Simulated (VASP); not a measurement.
The system is Ta2H.

```
Ta H
1.0
     1.68834   -2.36578    0.00000
     1.68834    2.36578    0.00000
     0.00000    0.00000    4.76175
Ta H
2 1
Direct
  0.00000 0.50000 0.26443
  0.50000 0.00000 0.73557
  0.00000 0.00000 0.00000
```

The cell comes from a database or a generator and needn't be the stable form of this composition.

Base run:

* Program: VASP 6.6.1
* Functional: PBEsol
* Potentials or basis: VASP PAW PBE potentials, release 64 (Ta_pv, H_h)
* Cutoff: 900 eV
* k mesh: 16 × 16 × 10
* Occupations: gaussian, width 0.1 eV
* Spin: no spin polarisation

Its results: band gap on the k mesh none (metal or under the smearing width); pressure 0.0 GPa.

**Question.** The run is repeated on the same cell with these changes: functional from PBEsol to r2SCAN; potentials or basis from VASP PAW PBE potentials, release 64 (Ta_pv, H_h) to VASP PAW PBE potentials, release 64 (Ta_pv, H); cutoff from 900 eV to 520 eV. What comes out?

**Answer.** Band gap on the k mesh none (metal or under the smearing width); pressure 4.1 GPa.

Caveats: the PAW data sets were made with another functional, which shifts forces and pressure a little.
